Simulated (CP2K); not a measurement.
A run of CP2K 2026.2 is set up as follows.

Contents of zns_bands.inp:

```
&GLOBAL
  PROJECT zns_bands
  RUN_TYPE ENERGY_FORCE
  PRINT_LEVEL LOW
&END GLOBAL
&FORCE_EVAL
  METHOD QS
  STRESS_TENSOR ANALYTICAL
  &DFT
    BASIS_SET_FILE_NAME BASIS_MOLOPT_UZH
    POTENTIAL_FILE_NAME POTENTIAL_UZH
    &MGRID
      CUTOFF 450
      REL_CUTOFF 60
      NGRIDS 5
    &END MGRID
    &QS
      METHOD GPW
      EPS_DEFAULT 1.0E-9
    &END QS
    &KPOINTS
      SCHEME MONKHORST-PACK 8 8 5
      GAMMA_CENTERED T
      SYMMETRY T
      SYMMETRY_BACKEND SPGLIB
    &END KPOINTS
    &SCF
      SCF_GUESS ATOMIC
      EPS_SCF 1.0E-6
      MAX_SCF 100
      ADDED_MOS 14
      CHOLESKY OFF
      EPS_EIGVAL 1.0E-7
      &DIAGONALIZATION ON
        ALGORITHM STANDARD
      &END DIAGONALIZATION
      &MIXING ON
        METHOD BROYDEN_MIXING
        ALPHA 0.4
        BETA 1.5
        NBUFFER 8
      &END MIXING
      &SMEAR ON
        METHOD FERMI_DIRAC
        ELECTRONIC_TEMPERATURE 580.23
      &END SMEAR
    &END SCF
    &XC
      &XC_FUNCTIONAL PBE
      &END XC_FUNCTIONAL
    &END XC
    &PRINT
      &KPOINTS ON
      &END KPOINTS
      &MULLIKEN ON
      &END MULLIKEN
      &MO ON
        ENERGIES T
        OCCUPATION_NUMBERS T
        &EACH
          QS_SCF 0
        &END EACH
        ADD_LAST NUMERIC
      &END MO
      &LOWDIN ON
      &END LOWDIN
      &HIRSHFELD ON
        SHAPE_FUNCTION DENSITY
      &END HIRSHFELD
      &BAND_STRUCTURE
        FILE_NAME bands.bs
        ADDED_MOS 6
        &KPOINT_SET
          UNITS B_VECTOR
          NPOINTS 8
          SPECIAL_POINT GAMMA 0.00000000 0.00000000 0.00000000
          SPECIAL_POINT M 0.50000000 0.00000000 0.00000000
          SPECIAL_POINT K 0.33333333 0.33333333 0.00000000
          SPECIAL_POINT GAMMA 0.00000000 0.00000000 0.00000000
          SPECIAL_POINT A 0.00000000 0.00000000 0.50000000
          SPECIAL_POINT L 0.50000000 0.00000000 0.50000000
          SPECIAL_POINT H 0.33333333 0.33333333 0.50000000
          SPECIAL_POINT A 0.00000000 0.00000000 0.50000000
        &END KPOINT_SET
        &KPOINT_SET
          UNITS B_VECTOR
          NPOINTS 8
          SPECIAL_POINT L 0.50000000 0.00000000 0.50000000
          SPECIAL_POINT M 0.50000000 0.00000000 0.00000000
        &END KPOINT_SET
        &KPOINT_SET
          UNITS B_VECTOR
          NPOINTS 8
          SPECIAL_POINT K 0.33333333 0.33333333 0.00000000
          SPECIAL_POINT H 0.33333333 0.33333333 0.50000000
        &END KPOINT_SET
      &END BAND_STRUCTURE
    &END PRINT
  &END DFT
  &SUBSYS
    &CELL
      ABC 3.8110000000 3.8110000000 6.2340000000
      ALPHA_BETA_GAMMA 90.0000000000 90.0000000000 120.0000000002
      PERIODIC XYZ
    &END CELL
    &COORD
      Zn  1.9055000002 1.1001409378 3.1170000000
      Zn  -0.0000000002 2.2002818760 0.0000000000
      S   1.9055000002 1.1001409378 5.5170900000
      S   -0.0000000002 2.2002818760 2.4000900000
    &END COORD
    &KIND Zn
      BASIS_SET DZVP-MOLOPT-PBE-GTH-q12
      POTENTIAL GTH-PBE-q12
    &END KIND
    &KIND S
      BASIS_SET DZVP-MOLOPT-PBE-GTH-q6
      POTENTIAL GTH-PBE-q6
    &END KIND
    &PRINT
      &ATOMIC_COORDINATES ON
      &END ATOMIC_COORDINATES
      &CELL ON
      &END CELL
    &END PRINT
  &END SUBSYS
  &PRINT
    &FORCES ON
    &END FORCES
    &STRESS_TENSOR ON
    &END STRESS_TENSOR
  &END PRINT
&END FORCE_EVAL
```

Potentials or basis: POTENTIAL_UZH Zn GTH-PBE-q12, S GTH-PBE-q6; DZVP-MOLOPT-PBE-GTH basis.

The run is started by

```console
$ OMP_NUM_THREADS=1 cp2k.psmp -i zns_bands.inp -o zns_bands.out
```

(1) Estimate the band gap on the k mesh.

(2) Predict the Mulliken charges.

Results:

(1) 2.20 eV, direct.

(2) Zn +0.27; S -0.27 e.

Caveat: the basis of atomic orbitals isn't converged, which shifts pressures, moduli and gaps.

**Measured values to compare with.**

From a printed reference work, monograph, for a bulk crystal of ZnS at 4 K: band gap 3.911 eV (direct).

Measured gap of ZnS: 3.911 eV (direct; 4 K; a printed reference work, monograph). This calculation gives 2.20 eV (-1.71 eV). The value is that of PBE in an atomic basis (POTENTIAL_UZH Zn GTH-PBE-q12, S GTH-PBE-q6; DZVP-MOLOPT-PBE-GTH basis), whose error adds to the functional's,, without temperature or zero-point motion. Semilocal functionals fall short of measured gaps as a rule.
